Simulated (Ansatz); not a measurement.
EuO (rocksalt structure)

Computed with Ansatz (plane waves, PAW, 420 eV cutoff): PBE+U (U_eff = 6 eV on Eu 4f), scalar-relativistic, collinear spin, Γ-centred 10×10×10 mesh, 0.05 eV Gaussian smearing; PAW files: Ansatz's generated set soft_2.

```
Eu O
1.0
     0.00000    2.58828    2.58828
     2.58828    0.00000    2.58828
     2.58828    2.58828    0.00000
Eu O
1 1
Direct
  0.50000 0.50000 0.50000
  0.00000 0.00000 0.00000
```

The start was a prototype's sites filled with these elements; the Crystallography Open Database holds the compound in this structure.

Magnetic state: ferromagnetic, site spin moments Eu 6.76; O -0.08 μB.

Elastic constants come from the stress of slightly strained cells with relaxed atoms, in GPa, Voigt order xx, yy, zz, yz, xz, xy in the Cartesian frame of the vectors above.

```
171  44  44   0   0   0
 44 171  44   0   0   0
 44  44 171   0   0   0
  0   0   0  54   0   0
  0   0   0   0  54   0
  0   0   0   0   0  54
```

Is the crystal mechanically stable, and what are its polycrystalline moduli?

Stable against homogeneous strain: the smallest eigenvalue of the tensor is 54 GPa. Hill averages: K = 86 GPa, G = 58 GPa, E = 142 GPa, ν = 0.23.

For a cubic crystal three numbers say it all: C11 = 170.6, C12 = 44.4, C44 = 54.5 GPa. K = (C11 + 2C12)/3 = 86.5 GPa. The two shear moduli are C44 and C′ = (C11 − C12)/2 = 63.1 GPa, so Zener's ratio C44/C′ is 0.86: nearly isotropic. The Cauchy pressure C12 − C44 is -10 GPa; pair forces would make it zero if every atom sat on a centre of inversion, as here.

The equation of state, an independent route, gives B0 = 87 GPa, against 86 GPa here.

It ran for 7.4 s on 4 threads of AMD EPYC 9R45 96-Core Processor (Zen 5) (shared host), peak memory 0.65 GiB.

For elements this heavy, spin–orbit coupling would shift levels and gaps; it isn't included here. Site moments are of spin, integrated over atomic spheres.
